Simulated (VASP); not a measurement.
**VASP inputs for MoS₂ (strained database structure)**

INCAR

```
ISMEAR = 0
NBANDS = 20
ALGO = Normal
LREAL = .FALSE.
METAGGA = R2SCAN
NSW = 0
IBRION = -1
NELM = 120
ISIF = 2
LCHARG = .FALSE.
LWAVE = .FALSE.
PREC = Accurate
LASPH = .TRUE.
ENCUT = 520
EDIFF = 1E-7
SIGMA = 0.01
```

KPOINTS

```
KPOINTS created by Atomic Simulation Environment
0
Gamma
12 12 4
0 0 0
```

KPOINTS_OPT

```
special points
6
Reciprocal
0.0000000000 0.0000000000 0.0000000000 1
0.5000000000 0.0000000000 0.0000000000 1
0.3333333333 0.3333333333 0.0000000000 1
0.0000000000 0.0000000000 0.5000000000 1
0.5000000000 0.0000000000 0.5000000000 1
0.3333333333 0.3333333333 0.5000000000 1
```

POSCAR

```
Mo S
 1.0000000000000000
     3.1709589632062558    0.0000000000000000    0.0000000000000000
    -1.5854794816031279    2.7461310164945827    0.0000000000000000
     0.0000000000000000    0.0000000000000000    6.7609815495000003
 Mo  S
   1   2
Cartesian
  0.0000000000000000 -0.0000000000000001  0.0000000000000000
 -0.0000000000000001  1.8307540109963885  1.5556130467440670
 -0.0000000000000001  1.8307540109963885  5.2053685027559347
```

VASP ran with the recommended PBE PAW datasets (26 valence electrons in the cell).

Q: What does this run give?

A: gap between bands v and c 1.33 eV; least direct gap 1.79 eV; pressure 1.2 GPa; largest force 0.04 eV/Å.

Band v is the last that the valence electrons fill when counted band by band, and c is the next. Levels in eV from the top of v:

| point | v−1 | v | c | c+1 |
| --- | --- | --- | --- | --- |
| Γ | -1.67 | -0.82 | 2.54 | 2.54 |
| M | -1.58 | -1.28 | 1.96 | 2.41 |
| K | -2.46 | -0.51 | 1.33 | 3.06 |
| A | -2.10 | 0.00 | 2.48 | 2.48 |
| L | -1.52 | -0.94 | 1.97 | 2.56 |
| H | -3.11 | -0.45 | 1.34 | 2.57 |
